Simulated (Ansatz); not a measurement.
# GaP (F-43m) in Ansatz: a series of runs

One crystal, GaP, is run at these levels: PBE; tasks: band structure, single point, equation of state.

All numbers are computed with Ansatz 0.2.0; they aren't measurements. Logs are shortened: lines on timing, memory, paths and dates and some standing lists are left out, and cuts for length are marked.

**Experimental background.**

“Stacking defects in GaP nanowires: Electronic structure and optical properties”, 2018, arxiv:1810.01194 quotes, for a bulk crystal of GaP at 10 K: band gap 2.34 eV (indirect).

From “Phosphorous dimerization in GaP at high pressure”, 2017, arxiv:1709.06667, for a bulk crystal of GaP: bulk modulus 87.5 ± 0.6 GPa.

The results are compared with them further down.

### Step 1. The crystal as given

Symmetry: F-43m, No. 216, cubic system. Conventional cell: a = 5.451 Å, b = 5.451 Å, c = 5.451 Å, α = 90.00°, β = 90.00°, γ = 90.00°. Ga (site symmetry -43m) is surrounded by 4 P at 2.36 Å. P (site symmetry -43m) is surrounded by 4 Ga at 2.36 Å.

### Step 2. Band structure, PBE

The input, input.yaml:

```yaml
crystal:
  lattice:
    - [0.0, 2.72525, 2.72525]
    - [2.72525, 0.0, 2.72525]
    - [2.72525, 2.72525, 0.0]
  atoms:
    - { symbol: Ga, position: [0.0, 0.0, 0.0] }
    - { symbol: P, position: [0.75, 0.75, 0.75] }
hamiltonian:
  xc: pbe
  pseudopotentials: { kind: paw, source: jth }
kpoints:
  mp_grid: { grid: [8, 8, 8] }
  band_path:
    path:
      - [[0.0, 0.0, 0.0], [0.5, 0.0, 0.5], [0.5, 0.25, 0.75], [0.375, 0.375, 0.75], [0.0, 0.0, 0.0], [0.5, 0.5, 0.5], [0.625, 0.25, 0.625], [0.5, 0.25, 0.75], [0.5, 0.5, 0.5], [0.375, 0.375, 0.75]]
      - [[0.625, 0.25, 0.625], [0.5, 0.0, 0.5]]
    npoints: 14
scf:
  occupations: { method: fermi_dirac, width: 0.05 }
  n_extra_bands: 6
output:
  forces: true
  stress: true
  eigenvalues: true
  fatbands: false
  write_density: true
  write_potential: true
  elf: true
  volumetric_format: npy
```

Potentials or basis: JTH PAW.

Run with:

```sh
$ ansatz run input.yaml --threads 2 --pin off --max-ram 5120MiB --backend cpu --events-out ev --progress --plain --runs-dir out
```

Standard output:

```text
Warning: the checks of this Ga dataset prove no rule for summing its radial tables, as where they were carried onto another mesh than they were made on, and Gregory's rule is taken, under which a leading mesh point left out moves its sums only by what lay on the interval it spanned. That does not make them correct, and they differ from Quantum ESPRESSO's on this file; a re-export a fraction of a mesh step off can move them. hamiltonian.pseudopotentials.radial_quadrature: simpson_from_first_knot sums it by `pw.x`'s rule; on a PAW file no value gives `pw.x`'s numbers. What more to know: hamiltonian.pseudopotentials.radial_quadrature, in the input reference
Warning: the checks of this P dataset prove no rule for summing its radial tables, as where they were carried onto another mesh than they were made on, and Gregory's rule is taken, under which a leading mesh point left out moves its sums only by what lay on the interval it spanned. That does not make them correct, and they differ from Quantum ESPRESSO's on this file; a re-export a fraction of a mesh step off can move them. hamiltonian.pseudopotentials.radial_quadrature: simpson_from_first_knot sums it by `pw.x`'s rule; on a PAW file no value gives `pw.x`'s numbers. What more to know: hamiltonian.pseudopotentials.radial_quadrature, in the input reference
Warning: RAYON_NUM_THREADS=2 ignored (pool sized by the plan → 2); use --threads N
scf.n_extra_bands = 6 over 9 filled bands (N_el = 18.0): the run solves 15 bands
Engine: ansatz 0.2.0, aarch64-unknown-linux-gnu
Pseudopotentials: kind: paw
Pseudopotential: Ga, paw, valence charge 13, recommended cutoff 3600 eV (normal), Ga.paw.azcp
Pseudopotential: P, paw, valence charge 5, recommended cutoff 840 eV (normal), P.paw.azcp
Functional definition: PBE
  parameter kappa = 0.804
  parameter beta = 0.06672455060314922
  exchange = pbe_x(kappa = kappa, mu = beta*pi^2/3)
  correlation = pbe_c(beta = beta)
Crystal: 2 atoms, lattice volume = 40.481 Å³
Basis set: ecut = 3600 eV, 19795 PW (Γ), exchange–correlation on 160×160×160 points (8 copies of the dense FFT grid, shifted against one another)
Bands: 15, of which v1, the nominal top of the filled ones, is band 9 counted from 1 (8 counted from 0)
Symmetry: 24 space group operations
Space group: F-43m (ITA 216), of the structure as read, at distance tolerance 3.4e-5 Å
k-points: 29 of 512 (time reversal used)
Non-local potential: Ga, projectors of the file, l = 0: 2, l = 1: 2, l = 2: 2
Non-local potential: P, projectors of the file, l = 0: 2, l = 1: 2
PAW form: soft (Blöchl's): semilocal exchange-correlation on the pseudo side does not see the compensation charge
PAW one-centre angular grid: Ga, 590 points (default); XC on 64 Gauss nodes
PAW one-centre angular grid: P, 110 points (default); XC on 89 of its mesh's 817 points in the sphere
Initial density: superposition of atomic densities (chi_scale 0.1, normalization cell, long waves kept (reshape's long-wave potential 0.00 eV rms))
Initial wavefunctions: pseudopotential atomic-orbital guess
Functional: x = pbe(κ = 0.804, μ = 0.2195149727645171), c = pbe(β = 0.06672455060314922)
SCF iter   1: F=—  HF=-4537.910804 eV  |F-HF|=—  |Δ(HF+E_count)|=         —  Δρ=3.81e-2  dr2=6.43e-1  ethr=3.10e-3  ⟨swp⟩=11.6  Hψ=4393  notcnv=0  defer=3
preconditioner: auto → none  [insulator: Δε(μ)=1.924 eV  Ē_g=17.035 eV  σ=0.050 eV  W_gap=1.00  n_scr=14 (ndim 8)  ℏωp=24.8 eV  f_vac=0.000  D(μ)=0.00/eV (n_scr^D=0)  ε∞_Penn≈3.1]
SCF iter   2: F=—  HF=-4537.776570 eV  |F-HF|=—  |Δ(HF+E_count)|=   1.34e-1  Δρ=1.72e-2  dr2=8.54e-2  ethr=3.10e-3  ⟨swp⟩=2.2  Hψ=832  notcnv=0  defer=42
SCF iter   3: F=—  HF=-4537.771501 eV  |F-HF|=—  |Δ(HF+E_count)|=   5.07e-3  Δρ=5.57e-3  dr2=1.20e-2  ethr=4.74e-4  ⟨swp⟩=2.5  Hψ=655  notcnv=0  defer=42
SCF iter   4: F=—  HF=-4537.770173 eV  |F-HF|=—  |Δ(HF+E_count)|=   1.33e-3  Δρ=1.09e-3  dr2=2.77e-4  ethr=6.67e-5  ⟨swp⟩=2.1  Hψ=781  notcnv=0  defer=42
SCF iter   5: F=—  HF=-4537.770082 eV  |F-HF|=—  |Δ(HF+E_count)|=   9.06e-5  Δρ=3.20e-4  dr2=2.00e-5  ethr=1.54e-6  ⟨swp⟩=2.1  Hψ=646  notcnv=0  defer=42
SCF iter   6: F=—  HF=-4537.770134 eV  |F-HF|=—  |Δ(HF+E_count)|=   5.16e-5  Δρ=5.31e-5  dr2=6.16e-7  ethr=1.11e-7  ⟨swp⟩=2.0  Hψ=693  notcnv=0  defer=42
SCF iter   7: F=-4537.770134 eV  HF=-4537.770134 eV  |F-HF|=8.31e-9  |Δ(HF+E_count)|=   3.14e-8  Δρ=1.00e-5  dr2=2.07e-8  ethr=5.56e-10  ⟨swp⟩=19.0  Hψ=4375  notcnv=0
SCF 1 converged in 7 iterations: F = -4537.770134 eV  dr2 = 2.07e-8
NSCF: frozen V_eff on 142 k-points
SCF converged after 7 iterations
Free energy (F): -4537.770134 eV
Harris-Foulkes:  -4537.770134 eV  (|F-HF|=8.31e-9)
Internal energy: -4537.770134 eV  (E = F + TS)
E sigma→0 (E₀):  -4537.770134 eV
Fermi energy:    8.319910 eV
--- Per-component energies (eV) ---
  E_band       = -50.309592
  E_kinetic    = 202.739508
  E_local      = -1920.496987  (includes V_loc(G=0)·N_el)
  E_nonlocal   = 154.334401
  E_hartree    = 754.456259
  E_xc         = -105.596188
  E_vxc        = -121.487139  (∫ρ·V_xc dr)
  E_paw        = -2310.562187  (= ΣΔE_a)
  E_vpaw       = 125.692574  (= ΣTr[D̂ρ^β])
  E_aug_tail   = 0.000003  (compensation charges beyond the density's cutoff)
  E_ewald      = -1312.644944
  E_smearing   = -0.000000  (= −TS)
  E_closure    = -0.000000  (closes the sum)
  Σ components = -4537.770134   (vs F -4537.770134, Δ=0.00e0)
--- Forces (eV/Å), atoms counted from 1 ---
  atom   1  Ga    -0.00000000     0.00000000     0.00000000
  atom   2  P      0.00000000    -0.00000000     0.00000000
  max |Σ_I F_I| component: 2.96e-16 eV/Å
--- Stress (GPa, compression-positive) ---
        2.579928       0.000000      -0.000000
        0.000000       2.579928       0.000000
       -0.000000       0.000000       2.579928
  P = ⅓ Tr σ = 2.5799 GPa (25.799 kbar)
--- Band table (eV; the first three rows and the last of 29) ---
  k-point 0: bands = ["-7.0093", "-7.0093", "-7.0093", "-6.9119", "-6.9119", "-4.9636", "7.5304", "7.5304", "7.5304", "9.3545", "11.4156", "11.4156", "11.4156", "16.3406", "17.2523"]
  k-point 1: bands = ["-7.0232", "-7.0046", "-7.0046", "-6.9120", "-6.9120", "-4.7609", "5.9027", "7.3008", "7.3008", "9.9792", "11.7647", "11.7647", "11.9971", "16.6462", "16.6462"]
  k-point 2: bands = ["-7.0535", "-6.9946", "-6.9946", "-6.9106", "-6.9106", "-4.1871", "3.6560", "6.8682", "6.8682", "9.6858", "12.2698", "12.2698", "13.8768", "16.4699", "16.4699"]
  k-point 28: bands = ["-7.1083", "-6.9707", "-6.9501", "-6.9266", "-6.9032", "-1.9049", "0.9850", "3.9557", "4.1105", "12.2297", "12.3906", "13.6327", "13.6758", "19.1234", "19.3417"]
```

Wall time 54 s (2 threads of Arm Neoverse V1, shared host); peak memory 1.7 GiB.

Results:

```
Free energy             : -4537.7701 eV
Pressure                : 2.6 GPa
Band gap on the k mesh  : 1.64 eV, indirect (least direct gap 1.82 eV)
Band gap along the path : 1.59 eV, indirect (least direct gap 1.82 eV)
```

Levels at the corners of the path, in eV from the valence-band top:
```
point  band 6  band 7  band 8  band 9  band 10  band 11  band 12  band 13
    Γ  -12.49    0.00    0.00    0.00     1.82     3.89     3.89     3.89
    X   -9.53   -6.75   -2.68   -2.68     1.65     1.82    10.58    10.58
    W   -9.44   -6.55   -3.57   -3.42     4.70     4.86     6.10     6.15
    K   -9.56   -6.54   -3.94   -2.25     2.19     4.80     8.23     8.25
    Γ  -12.49    0.00    0.00    0.00     1.82     3.89     3.89     3.89
    L  -10.43   -6.63   -1.12   -1.12     1.67     4.71     4.71     8.28
    U   -9.56   -6.54   -3.94   -2.25     2.19     4.80     8.23     8.25
    W   -9.44   -6.55   -3.57   -3.42     4.70     4.86     6.10     6.15
    L  -10.43   -6.63   -1.12   -1.12     1.67     4.71     4.71     8.28
    K   -9.56   -6.54   -3.94   -2.25     2.19     4.80     8.23     8.25
    U   -9.56   -6.54   -3.94   -2.25     2.19     4.80     8.23     8.25
    X   -9.53   -6.75   -2.68   -2.68     1.65     1.82    10.58    10.58
```

Caveat: the k mesh misses the band edges, so the gap on the mesh is wider than the one along the path.

### Step 3. Single point, PBE, 19.03 Å³/atom (volume scaled by 0.94)

The input, input.yaml:

```yaml
crystal:
  lattice:
    - [0.0, 2.6696170428, 2.6696170428]
    - [2.6696170428, 0.0, 2.6696170428]
    - [2.6696170428, 2.6696170428, 0.0]
  atoms:
    - { symbol: Ga, position: [0.0, 0.0, 0.0] }
    - { symbol: P, position: [0.75, 0.75, 0.75] }
hamiltonian:
  xc: pbe
  pseudopotentials: { kind: nc, source: spms }
kpoints:
  mp_grid: { grid: [8, 8, 8] }
scf:
  occupations: { method: fermi_dirac, width: 0.05 }
output:
  forces: true
  stress: true
  eigenvalues: true
```

Potentials or basis: SPMS NC.

Run with:

```sh
$ ansatz run input.yaml --threads 2 --pin off --max-ram 5120MiB --backend cpu --events-out ev --progress --plain --runs-dir out
```

It took 2.2 s on 2 threads of Arm Neoverse V1, shared host; peak memory 0.39 GiB.

It converged, with:

```yaml
Free_energy: -2197.9274 eV
Pressure: 9.0 GPa
Band_gap_on_the_k_mesh: 1.52 eV, indirect (least direct gap 2.34 eV)
```

### Step 4. Single point, PBE, 19.43 Å³/atom (volume scaled by 0.96)

input.yaml, as its differences from that of step 3:

```diff
@@ -2,5 +2,5 @@
   lattice:
-    - [0.0, 2.6696170428, 2.6696170428]
-    - [2.6696170428, 0.0, 2.6696170428]
-    - [2.6696170428, 2.6696170428, 0.0]
+    - [0.0, 2.6884177822, 2.6884177822]
+    - [2.6884177822, 0.0, 2.6884177822]
+    - [2.6884177822, 2.6884177822, 0.0]
   atoms:
```

Run with:

```sh
$ ansatz run input.yaml --threads 2 --pin off --max-ram 5120MiB --backend cpu --events-out ev --progress --plain --runs-dir out
```

Wall time 2.3 s (2 threads of Arm Neoverse V1, shared host); peak memory 0.39 GiB.

The run converged. Its results:

* Free energy: -2197.9669 eV
* Pressure: 6.7 GPa
* Band gap on the k mesh: 1.57 eV, indirect (least direct gap 2.16 eV)

### Step 5. Single point, PBE, 19.84 Å³/atom (volume scaled by 0.98)

input.yaml, as its differences from that of step 4:

```diff
@@ -2,5 +2,5 @@
   lattice:
-    - [0.0, 2.6884177822, 2.6884177822]
-    - [2.6884177822, 0.0, 2.6884177822]
-    - [2.6884177822, 2.6884177822, 0.0]
+    - [0.0, 2.7069591804, 2.7069591804]
+    - [2.7069591804, 0.0, 2.7069591804]
+    - [2.7069591804, 2.7069591804, 0.0]
   atoms:
```

Run with:

```sh
$ ansatz run input.yaml --threads 2 --pin off --max-ram 5120MiB --backend cpu --events-out ev --progress --plain --runs-dir out
```

It took 2.2 s on 2 threads of Arm Neoverse V1, shared host; peak memory 0.39 GiB.

The run converged. Its results:

* Free energy: -2197.9953 eV
* Pressure: 4.6 GPa
* Band gap on the k mesh: 1.61 eV, indirect (least direct gap 1.99 eV)

### Step 6. Single point, PBE, 20.24 Å³/atom

input.yaml, as its differences from that of step 5:

```diff
@@ -2,5 +2,5 @@
   lattice:
-    - [0.0, 2.7069591804, 2.7069591804]
-    - [2.7069591804, 0.0, 2.7069591804]
-    - [2.7069591804, 2.7069591804, 0.0]
+    - [0.0, 2.72525, 2.72525]
+    - [2.72525, 0.0, 2.72525]
+    - [2.72525, 2.72525, 0.0]
   atoms:
```

Potentials or basis: SPMS NC.

Run with:

```sh
$ ansatz run input.yaml --threads 2 --pin off --max-ram 5120MiB --backend cpu --events-out ev --progress --plain --runs-dir out
```

Wall time 2.3 s (2 threads of Arm Neoverse V1, shared host); peak memory 0.39 GiB.

Results (log left out):

| Property | Result |
| --- | --- |
| Free energy | -2198.0136 eV |
| Pressure | 2.7 GPa |
| Band gap on the k mesh | 1.64 eV, indirect (least direct gap 1.82 eV) |

### Step 7. Single point, PBE, 20.65 Å³/atom (volume scaled by 1.02)

input.yaml, as its differences from that of step 6:

```diff
@@ -2,5 +2,5 @@
   lattice:
-    - [0.0, 2.72525, 2.72525]
-    - [2.72525, 0.0, 2.72525]
-    - [2.72525, 2.72525, 0.0]
+    - [0.0, 2.7432985392, 2.7432985392]
+    - [2.7432985392, 0.0, 2.7432985392]
+    - [2.7432985392, 2.7432985392, 0.0]
   atoms:
```

Run with:

```sh
$ ansatz run input.yaml --threads 2 --pin off --max-ram 5120MiB --backend cpu --events-out ev --progress --plain --runs-dir out
```

Run time: 2.2 s. Hardware: 2 threads of Arm Neoverse V1, shared host; peak memory 0.39 GiB.

It converged, with:

```yaml
Free_energy: -2198.0230 eV
Pressure: 1.0 GPa
Band_gap_on_the_k_mesh: 1.61 eV, indirect (least direct gap 1.65 eV)
```

### Step 8. Single point, PBE, 21.05 Å³/atom (volume scaled by 1.04)

input.yaml, as its differences from that of step 7:

```diff
@@ -2,5 +2,5 @@
   lattice:
-    - [0.0, 2.7432985392, 2.7432985392]
-    - [2.7432985392, 0.0, 2.7432985392]
-    - [2.7432985392, 2.7432985392, 0.0]
+    - [0.0, 2.7611126653, 2.7611126653]
+    - [2.7611126653, 0.0, 2.7611126653]
+    - [2.7611126653, 2.7611126653, 0.0]
   atoms:
```

Run with:

```sh
$ ansatz run input.yaml --threads 2 --pin off --max-ram 5120MiB --backend cpu --events-out ev --progress --plain --runs-dir out
```

Wall time 2.2 s (2 threads of Arm Neoverse V1, shared host); peak memory 0.4 GiB.

The run converged. Its results:

* Free energy: -2198.0244 eV
* Pressure: -0.5 GPa
* Band gap on the k mesh: 1.50 eV, direct

### Step 9. Single point, PBE, 21.45 Å³/atom (volume scaled by 1.06)

input.yaml, as its differences from that of step 8:

```diff
@@ -2,5 +2,5 @@
   lattice:
-    - [0.0, 2.7611126653, 2.7611126653]
-    - [2.7611126653, 0.0, 2.7611126653]
-    - [2.7611126653, 2.7611126653, 0.0]
+    - [0.0, 2.7786998443, 2.7786998443]
+    - [2.7786998443, 0.0, 2.7786998443]
+    - [2.7786998443, 2.7786998443, 0.0]
   atoms:
@@ -19 +19,5 @@
   eigenvalues: true
+  write_density: true
+  write_potential: true
+  elf: true
+  volumetric_format: npy
```

Potentials or basis: SPMS NC.

Run with:

```sh
$ ansatz run input.yaml --threads 2 --pin off --max-ram 5120MiB --backend cpu --events-out ev --progress --plain --runs-dir out
```

It took 3.2 s on 2 threads of Arm Neoverse V1, shared host; peak memory 0.41 GiB.

It converged, with:

* Free energy: -2198.0185 eV
* Pressure: -1.8 GPa
* Band gap on the k mesh: 1.34 eV, direct

### Step 10. Equation of state, PBE

Potentials or basis: SPMS NC.

This step only gathers the single runs of the series.

Results:

```
Equilibrium volume                      : 20.92 Å³/atom
Bulk modulus                            : 77 GPa
Pressure derivative of the bulk modulus : 4.5
```

Energy against volume, from the lowest point:
| volume (Å³/atom) | energy (meV/atom) |
| --- | --- |
| 19.026 | 48.48 |
| 19.431 | 28.75 |
| 19.836 | 14.57 |
| 20.240 | 5.38 |
| 20.645 | 0.67 |
| 21.050 | 0.00 |
| 21.455 | 2.95 |

PBE usually gives volumes a little too large and moduli too small.

### Step 11. Comparison with measurements

Step 2. A measured gap of GaP is 2.34 eV (indirect; 10 K; quoted in “Stacking defects in GaP nanowires: Electronic structure and optical properties”, 2018, arxiv:1810.01194); the calculated 1.59 eV misses it by -0.75 eV. Spin-orbit coupling on Ga is left out. The value is that of PBE, without temperature or zero-point motion. Semilocal functionals fall short of measured gaps as a rule.

Step 10. Against the measured bulk modulus of GaP, 87.5 GPa (“Phosphorous dimerization in GaP at high pressure”, 2017, arxiv:1709.06667), the calculated 77 GPa is off by -12.3 %. The fit is for a static lattice scaled at fixed shape and fixed fractional positions.
